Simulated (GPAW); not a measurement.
# TiB2 (P6/mmm) in GPAW: single point with PBE

Aim: the single point of TiB2 with PBE.

Everything below comes from runs of GPAW 26.7.0. Logs are shortened: lines on timing, memory, paths and dates and some standing lists are left out, and cuts for length are marked. The log counts tension as positive stress, the text compression.

**1. The structure**

It takes space group P6/mmm (No. 191, hexagonal). The conventional cell has a = 3.029 Å, b = 3.029 Å, c = 3.228 Å, α = 90.00°, β = 90.00°, γ = 120.00°. Around Ti (site symmetry 6/mmm) lie 12 B at 2.38 Å. B (site symmetry -6m2) has 3 B at 1.75 Å as nearest neighbours.

**2. Single point, PBE**

File run.py:

```python
from ase import Atoms
from ase.dft.bandgap import bandgap
from ase.io import write
from ase.units import GPa
from gpaw import GPAW, PW

atoms = Atoms(['Ti', 'B', 'B'],
              cell=[[3.0292, 0.0, 0.0],
                    [-1.5146, 2.6233641531, 0.0],
                    [0.0, 0.0, 3.2284]],
              scaled_positions=[[0.0, 0.0, 0.0],
                                [0.6666666667, 0.3333333333, 0.5],
                                [0.3333333333, 0.6666666667, 0.5]],
              pbc=True)

calc = GPAW(mode=PW(600),
            xc='PBE',
            kpts={'size': (8, 8, 7), 'gamma': True},
            occupations={'name': 'fermi-dirac', 'width': 0.05},
            nbands=20,
            maxiter=120,
            txt='gpaw.txt')
atoms.calc = calc
energy = atoms.get_potential_energy()
forces = atoms.get_forces()
stress = atoms.get_stress()
calc.write('gs.gpw')
write('result.traj', atoms)
print(f'Energy: {energy:.6f} eV')
print('Forces (eV/A):')
print(forces.round(4))
print('Stress (GPa):', (stress / GPa).round(3))
print('Fermi level:', round(calc.get_fermi_level(), 4), 'eV')
print(f'Gap: {bandgap(calc)[0]:.4f} eV, direct: {bandgap(calc, direct=True)[0]:.4f} eV')
```

Potentials or basis: GPAW PAW data sets (gpaw-data 1.2.1), pw.

Run with:

```bash
$ OMP_NUM_THREADS=1 python run.py
```

gpaw.txt:

```text
__  _  _
 | _ |_)|_||  |
 |__||  | ||/\| - 26.7.0

Input parameters:
  mode=PW(ecut=600.0),
  kpts=MonkhorstPack(size=(8, 8, 7), gamma=True),
  maxiter=120,
  nbands=20,
  occupations=Occupations(name='fermi-dirac', width=0.05),
  xc=XC(name='PBE')

Diagonalizing LCAO Hamiltonian
Converting LCAO to pw mode

         B  B

       Ti

Atoms  # Å, Bohr magnetons
|   | symbol |         x |        y |        z |    initial magnetic moments |
|---|--------|-----------|----------|----------|-----------------------------|
| 0 |     Ti |  0.000000 | 0.000000 | 0.000000 | ( 0.0000,  0.0000,  0.0000) |
| 1 |      B |  1.514600 | 0.874455 | 1.614200 | ( 0.0000,  0.0000,  0.0000) |
| 2 |      B | -0.000000 | 1.748909 | 1.614200 | ( 0.0000,  0.0000,  0.0000) |

Unit cell  # Å
| periodic |         x |        y |        z |  lengths |     angles |
|----------|-----------|----------|----------|----------|------------|
|      yes |  3.029200 | 0.000000 | 0.000000 | 3.029200 |  90.000000 |
|      yes | -1.514600 | 2.623364 | 0.000000 | 3.029200 |  90.000000 |
|      yes |  0.000000 | 0.000000 | 3.228400 | 3.228400 | 120.000000 |

Number of symmetries: 24
Symmetry operations  # r_c * U_cc + t_c -> r_c
|    | kind |            matrix            |
|----|------|------------------------------|
|  0 |  σ   |  1, 1, 0,  0,-1, 0,  0, 0, 1 |
|  1 |  C2  |  1, 1, 0,  0,-1, 0,  0, 0,-1 |
|  2 |  C6  |  1, 1, 0, -1, 0, 0,  0, 0, 1 |
|  3 |  S6  |  1, 1, 0, -1, 0, 0,  0, 0,-1 |
|  4 |  E   |  1, 0, 0,  0, 1, 0,  0, 0, 1 |
|  5 |  σ   |  1, 0, 0,  0, 1, 0,  0, 0,-1 |
|  6 |  σ   |  1, 0, 0, -1,-1, 0,  0, 0, 1 |
|  7 |  C2  |  1, 0, 0, -1,-1, 0,  0, 0,-1 |
|  8 |  σ   |  0, 1, 0,  1, 0, 0,  0, 0, 1 |
|  9 |  C2  |  0, 1, 0,  1, 0, 0,  0, 0,-1 |
| 10 |  C3  |  0, 1, 0, -1,-1, 0,  0, 0, 1 |
| 11 |  S3  |  0, 1, 0, -1,-1, 0,  0, 0,-1 |
| 12 |  C6  |  0,-1, 0,  1, 1, 0,  0, 0, 1 |
| 13 |  S6  |  0,-1, 0,  1, 1, 0,  0, 0,-1 |
| 14 |  σ   |  0,-1, 0, -1, 0, 0,  0, 0, 1 |
| 15 |  C2  |  0,-1, 0, -1, 0, 0,  0, 0,-1 |
| 16 |  σ   | -1, 0, 0,  1, 1, 0,  0, 0, 1 |
| 17 |  C2  | -1, 0, 0,  1, 1, 0,  0, 0,-1 |
| 18 |  C2  | -1, 0, 0,  0,-1, 0,  0, 0, 1 |
| 19 |  i   | -1, 0, 0,  0,-1, 0,  0, 0,-1 |
| 20 |  C3  | -1,-1, 0,  1, 0, 0,  0, 0, 1 |
| 21 |  S3  | -1,-1, 0,  1, 0, 0,  0, 0,-1 |
| 22 |  σ   | -1,-1, 0,  0, 1, 0,  0, 0, 1 |
| 23 |  C2  | -1,-1, 0,  0, 1, 0,  0, 0,-1 |

BZ-sampling:
  Number of BZ points: 448
  Number of IBZ points: 40

  Monkhorst-Pack size: [8, 8, 7]
  Monkhorst-Pack shift: [0.0625, 0.0625, 0.0]

K-points  # in reciprocal-cell coordinates
|     |                                coordinates |     weight |
|-----|--------------------------------------------|------------|
|   0 | (  0.00000000,   0.00000000,   0.00000000) | 0.00223214 |
|   1 | (  0.00000000,   0.00000000,   0.14285714) | 0.00446429 |
|   2 | (  0.00000000,   0.00000000,   0.28571429) | 0.00446429 |
|   3 | (  0.00000000,   0.00000000,   0.42857143) | 0.00446429 |
|   4 | (  0.12500000,   0.00000000,   0.00000000) | 0.01339286 |
|   5 | (  0.12500000,   0.00000000,   0.14285714) | 0.02678571 |
|   6 | (  0.12500000,   0.00000000,   0.28571429) | 0.02678571 |
|   7 | (  0.12500000,   0.00000000,   0.42857143) | 0.02678571 |
|   8 | (  0.25000000,  -0.12500000,   0.00000000) | 0.01339286 |
|   9 | (  0.25000000,  -0.12500000,   0.14285714) | 0.02678571 |
| ... |                                            |            |
|  39 | (  0.50000000,   0.50000000,   0.42857143) | 0.01339286 |

Plane wave coefficients: 869
Cutoff: 600.0 eV

Spin-components: 1 (collinear spins)
Bands:           20
Projectors:      16
Spin-degeneracy: 2
Datatype:        complex128

Parallelization:
  kpt:    1
  domain: 1
  band:   1

Density:
  Valence electrons: 18.0
  Components: 1
  Grid points: [18 18 20]
  Charge: 0.0  # |e|

Potential:
  Grid points: [18 18 20]

species:
  Ti:
    name:    Titanium
    Z:       22.0
    valence: 12
    core:    10
    charge:  0.0  # [|e|]
    compensation charges:
      type: gauss
      rc: 0.38  # [Å]
      lmax: 2
    cutoffs:
      filter: 2.23  # [Å]
      core: 1.02  # [Å]
    projectors
    | kind |    occ | energy [eV] | rcut [Å] |
    |------|--------|-------------|----------|
    |   3s |  2.000 |     -62.623 |    1.270 |
    |   4s |  2.000 |      -4.466 |    1.270 |
    |   3p |  6.000 |     -38.862 |    1.058 |
    |   4p |  0.000 |      -1.466 |    1.058 |
    |   3d |  2.000 |      -4.258 |    1.058 |
    |    d |        |      22.953 |    1.058 |

    Using partial waves for Ti as LCAO basis

  B:
    name:    Boron
    Z:       5.0
    valence: 3
    core:    2
    charge:  0.0  # [|e|]
    compensation charges:
      type: gauss
      rc: 0.20  # [Å]
      lmax: 2
    cutoffs:
      filter: 1.14  # [Å]
      core: 1.38  # [Å]
    projectors
    | kind |    occ | energy [eV] | rcut [Å] |
    |------|--------|-------------|----------|
    |   2s |  2.000 |      -9.443 |    0.635 |
    |   2p |  1.000 |      -3.606 |    0.635 |
    |    s |        |      17.768 |    0.635 |
    |    p |        |      23.605 |    0.635 |
    |    d |        |       0.000 |    0.635 |

    Using partial waves for B as LCAO basis

Reference energy: -24562.993416  # eV

eigensolver:
  PPCG
  Converge bands: occupied
  niter=2

density mixing:
  MSR1-Mixer
  Pratt-step length: 0.05
  Maximum mixing coefficient: 0.75
  Old densities: 10
  SVD Regularization: 0.005
  Good broyden scale: 1.0
  Trust region scale: 1.0
  Backstep threshold: 4.0
  History deletion threshold: 6.0
  Fourier metric: weight=20.0, sigma=0.015

occupation numbers:
  Fermi-Dirac:
    width: 0.0500  # eV

poisson solver:
  ecut: 4800.0  # eV

xc functional:
  name: PBE with 2 nearest neighbor stencil

convergence criteria:
- Maximum [total energy] change in last 3 cyles: 0.0005 eV / valence electron
- Maximum integral of absolute [dens]ity change: 0.0001 electrons / valence electron
- Maximum integral of absolute [eigenst]ate change: 4e-08 eV^2 / valence electron
maximum number of iterations: 120

SCF iterations
|iter     | |      energy | eigst |  dens |
|---------|-|-------------|-------|-------|
|iter:   1| |  -25.018339 | +0.15 |       |
|iter:   2| |  -24.455974 | -2.47 | -0.93 |
|iter:   3| |  -23.245279 | -1.29 | -1.00 |
|iter:   4| |  -23.230767 | -2.65 | -1.72 |
|iter:   5| |  -23.238338 | -3.22 | -1.99 |
|iter:   6| |  -23.238282c| -4.12 | -2.56 |
|iter:   7| |  -23.238277c| -5.42 | -3.16 |
|iter:   8| |  -23.238277c| -7.23 | -4.10c|
|iter:   9| |  -23.238278c| -8.59c| -4.73c|

Converged in 9 steps
Energy contributions relative to reference atoms: (reference = -24562.993416)

Energy contributions:
  Kinetic:          20.718606
  Coulomb:         -18.828241
  Zero:              0.042123
  External:          0.000000
  Xc:              -25.170472
  Entropy:          -0.000587
  Spinorbit:         0.000000
  ----------------------------
  Free energy:     -23.238571
  Extrapolated:    -23.238278

dipole moment: (-4.821335, -8.350797, -10.276772)  # |e|*Ang

Fermi level: 11.532
Eigenvalues  # (at kpt = [0.000, 0.000, 0.000])
| band index |      eig [eV] | occ [0-2] |
|------------|---------------|-----------|
|          0 |       -45.456 |     2.000 |
|          1 |       -21.826 |     2.000 |
|          2 |       -21.505 |     2.000 |
|          3 |       -21.505 |     2.000 |
|          4 |        -2.034 |     2.000 |
|          5 |         8.867 |     2.000 |
[... 9 lines left out ...]
|         15 |        18.390 |     0.000 |
|         16 |        20.591 |     0.000 |
|        ... |               |           |
|         19 |        35.445 |     0.000 |

No gap
No difference between direct/indirect transitions

Forces  # eV/Ang
|       x |        y |       z |
|---------|----------|---------|
| 0.00000 | -0.00000 | 0.00000 |  # Ti   0
| 0.00000 |  0.00000 | 0.00000 |  # B    1
| 0.00000 | -0.00000 | 0.00000 |  # B    2

Stress tensor  # eV/Ang^3
|         x |         y |        z |
|-----------|-----------|----------|
| -0.005150 | -0.000000 | 0.000000 |
| -0.000000 | -0.005150 | 0.000000 |
|  0.000000 |  0.000000 | 0.005216 |

# Writing to gs.gpw (mode='')
```

stdout:

```text
Energy: -23.238278 eV
Forces (eV/A):
[[ 0. -0.  0.]
 [ 0.  0.  0.]
 [ 0. -0.  0.]]
Stress (GPa): [-0.825 -0.825  0.836  0.     0.    -0.   ]
Fermi level: 11.5322 eV
Gap: 0.0000 eV, direct: 0.0000 eV
```

Wall time 18 s (1 thread of Arm Neoverse V1, shared host); peak memory 0.14 GiB.

What came out:

```yaml
Free_energy: -23.2386 eV
Pressure: 0.3 GPa
Band_gap_on_the_k_mesh: none (metal or under the smearing width)
```

Levels at points of the mesh, in eV from the Fermi level:
```csv
k point,band 6,band 7,band 8,band 9,band 10,band 11,band 12,band 13
"(0.00, 0.00, 0.00)",-2.67,-2.67,-2.40,-2.17,1.84,1.84,3.60,3.60
"(0.50, 0.50, 0.00)",-9.30,-3.34,-3.28,-2.32,1.29,2.70,3.17,3.29
```

Caveat: the cutoff is short for stress and forces, so pressures can be off by a GPa or more.
